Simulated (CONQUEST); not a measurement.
## ZrO2 under changes of volume

One of the cells (11.158 Å³/atom); the others are scaled copies at fixed shape and fractional positions:

```
Zr O
1.0
     3.59610    0.00000    0.00000
     0.00000    3.59610    0.00000
     0.00000    0.00000    5.17700
Zr O
2 4
Direct
  0.50000 0.50000 0.50000
  0.00000 0.00000 0.00000
  0.00000 0.50000 0.20300
  0.00000 0.50000 0.70300
  0.50000 0.00000 0.29700
  0.50000 0.00000 0.79700
```

```yaml
Program: CONQUEST 1.3
Functional: PBE
Potentials_or_basis: PseudoDojo NC PBE, SZ, grid of 40 × 40 × 60 points
k_mesh: 7 × 7 × 5
Occupations: fermi-dirac, width 0.05 eV
Spin: no spin polarisation
```

| volume (Å³/atom) | energy over the lowest point (meV/atom) | pressure (GPa) | gap on the mesh (eV) | largest force (eV/Å) |
| --- | --- | --- | --- | --- |
| 10.489 | 79.44 | 27.2 | 3.07 | 0.048 |
| 10.712 | 46.45 | 20.1 | 3.02 | 0.042 |
| 10.935 | ? | ? | ? | ? |
| 11.158 | 8.18 | 8.3 | 2.91 | 0.257 |
| 11.381 | 0.52 | 2.9 | 2.85 | 0.319 |
| 11.604 | 0.00 | -2.1 | 2.80 | 0.386 |
| 11.828 | 5.78 | -6.1 | 2.75 | 0.461 |

What does the run at 10.935 Å³/atom give?

Energy over the lowest point 23.15 meV/atom; pressure 13.5 GPa; gap on the mesh 2.96 eV; largest force 0.163 eV/Å.

Worked out: A Birch-Murnaghan fit of order 3 (a polynomial in V^(-2/3)) to the other rows has its minimum at 11.51 Å³/atom with B0 = V·E''(V) = 240 GPa and B' = 4.3 at fixed shape and positions, which overstates the stiffness. It gives 23.06 meV/atom at 10.935 Å³/atom, against the run's 23.15, and -dE/dV = 13.7 GPa, against 13.5. A straight line through the other rows of the gap, of slope -2.7 eV per unit of ln V, gives 2.96 eV, against the run's 2.96.

Energies are extrapolated to zero smearing.

Caveats: the atomic basis is small; an odd mesh through Γ misses points on the zone boundary, where band edges often lie; the basis of atomic orbitals isn't converged, which shifts pressures, moduli and gaps. Spin-orbit coupling on Zr is left out.
